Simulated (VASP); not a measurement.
AlN in VASP 6.6.1, single-point calculation

INCAR

```
PREC = Accurate
EDIFF = 1E-7
ISIF = 2
LCHARG = .FALSE.
NELM = 51
GGA = PE
NBANDS = 20
ISMEAR = -1
LASPH = .TRUE.
LREAL = .FALSE.
IBRION = -1
ENCUT = 520
LWAVE = .FALSE.
SIGMA = 0.02
NSW = 0
```

KPOINTS

```
KPOINTS created by Atomic Simulation Environment
0
Monkhorst-Pack
18 18 9
0 0 0
```

POSCAR

```
Al N
 1.0000000000000000
     3.1066937601931870    0.0000000000000000    0.0000000000000000
    -1.5533468800965935    2.6904757181059007    0.0000000000000000
     0.0000000000000000    0.0000000000000000    4.8292338054000004
 Al  N
   2   2
Cartesian
  0.0000000000000000  1.7936504787372667 -0.0317922674036293
  1.5533468800965933  0.8968252393686333  2.3828246352963705
  0.0000000000000000  1.7936504787372667  1.8427549444286293
  1.5533468800965933  0.8968252393686333  4.2573718471286286
```

The recommended PBE PAW datasets give the neutral cell 16 valence electrons.

Command

```
mpirun -np 1 vasp_std
```

Problem. How does this run end, and what does it give?

Solution. It converged. Results: gap between bands v and c on the k mesh 4.38 eV; least direct gap on the k mesh 4.38 eV; pressure 10.7 GPa; largest force 0.03 eV/Å. Band v is the last that the valence electrons fill when counted band by band, and c is the next.

OSZICAR

```
N       E                     dE             d eps       ncg     rms          rms(c)
DAV:   1     0.379806035156E+02    0.37981E+02   -0.70661E+03 18000   0.720E+02
DAV:   2    -0.314261930437E+02   -0.69407E+02   -0.65060E+02 23216   0.169E+02
DAV:   3    -0.345464624458E+02   -0.31203E+01   -0.31012E+01 21852   0.337E+01
DAV:   4    -0.345655622689E+02   -0.19100E-01   -0.19098E-01 20464   0.292E+00
DAV:   5    -0.345658105236E+02   -0.24825E-03   -0.24825E-03 21056   0.338E-01    0.124E+01
DAV:   6    -0.296872176773E+02    0.48786E+01   -0.82669E+00 21740   0.191E+01    0.413E+00
DAV:   7    -0.297035029507E+02   -0.16285E-01   -0.69482E-01 19576   0.502E+00    0.303E+00
DAV:   8    -0.296966028932E+02    0.69001E-02   -0.56113E-02 19120   0.185E+00    0.722E-01
DAV:   9    -0.296909280117E+02    0.56749E-02   -0.92438E-03 20908   0.676E-01    0.261E-01
DAV:  10    -0.296914487412E+02   -0.52073E-03   -0.21494E-03 19576   0.254E-01    0.131E-01
DAV:  11    -0.296913870255E+02    0.61716E-04   -0.12893E-04 20700   0.821E-02    0.318E-02
DAV:  12    -0.296913905511E+02   -0.35257E-05   -0.92847E-06 20096   0.202E-02    0.802E-03
DAV:  13    -0.296913903832E+02    0.16791E-06   -0.34599E-06 20520   0.131E-02    0.382E-03
DAV:  14    -0.296913904058E+02   -0.22593E-07   -0.27517E-07 19752   0.381E-03
   1 F= -.29691390E+02 E0= -.29691390E+02  d E =-.471474E-12
```

The shifted mesh misses Γ, so a band edge there is missed.

For comparison, a separate PBE run of the intended cell, on usual settings and not on those above, gives a gap of 4.33 eV on its mesh and a pressure of 10.7 GPa.
